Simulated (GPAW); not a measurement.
Runs of GPAW 26.7.0 on Pd. Symmetry: Fm-3m, No. 225, cubic system. The conventional cell has a = 3.893 Å, b = 3.893 Å, c = 3.893 Å, α = 90.00°, β = 90.00°, γ = 90.00°. Around Pd (site symmetry m-3m) lie 12 Pd at 2.75 Å. 

```tsv
task	level	potentials or basis	cell	smearing	eigensolver	optimizer	fmax	max steps	convergence	gap on the mesh (eV)	pressure (GPa)	relaxed volume (Å³/atom)
relaxation of cell and atoms	BLYP+D3(BJ)	PAW data sets generated in the run's folder for this functional, pw	relaxed	fermi-dirac 0.05 eV	davidson	FIRE	0.01 eV/Å	60	density=1e-05 forces=0.0001	none	-0.1	14.79
relaxation of cell and atoms	RPBE+D4	the program's PAW data sets (release 1.2.1) made for this functional, pw	relaxed	fermi-dirac 0.05 eV	-	LBFGS	0.05 eV/Å	60	density=1e-05 forces=0.0001	none	0.5	-
relaxation of cell and atoms	revPBE+D4	the program's PAW data sets (release 1.2.1) made for this functional, pw	relaxed	fermi-dirac 0.05 eV	-	LBFGS	0.02 eV/Å	100	density=1e-05 forces=0.0001	none	0.0	14.89
relaxation of cell and atoms	revPBE+D3(BJ)	the program's PAW data sets (release 1.2.1) made for this functional, pw	relaxed to 10 GPa	fermi-dirac 0.05 eV	-	BFGS	0.01 eV/Å	60	density=1e-05 forces=0.0001	none	10.0	-
single point	RPBE	the program's PAW data sets (release 1.2.1) made for this functional, pw	as given	gaussian 0.1 eV	-	-	-	-	-	none	11.8	-
Fermi surface	M06-L	GPAW PAW data sets (gpaw-data 1.2.1), pw	as given	fermi-dirac 0.05 eV	-	-	-	-	-	none	0.4	-
single point	LDA	the program's PAW data sets (release 1.2.1) made for this functional, pw	as given	gaussian 0.1 eV	-	-	-	-	-	none	(a)	-
relaxation of cell and atoms	BLYP+D4	PAW data sets generated in the run's folder for this functional, pw	relaxed	fermi-dirac 0.05 eV	davidson	BFGS	0.02 eV/Å	60	density=1e-05 forces=0.0001	none	0.1	(b)
```

Alike in all rows: no spin polarisation; k mesh 12 × 12 × 12; cutoff (eV) 600.

Fill in the values left out.

(a) -8.6; (b) 15.36.

Caveats: later steps reuse the first step's grids (some runs); pairwise dispersion overbinds metals, which lowers pressure and volume (some runs); the PAW data sets were made with another functional, which shifts forces and pressure a little (some runs).

A k mesh can miss the band edges, and the runs leave out spin-orbit coupling on Pd.

A gap of «none» marks a metal or a gap under the smearing width.

Runs at the PBE level aren't shown here.
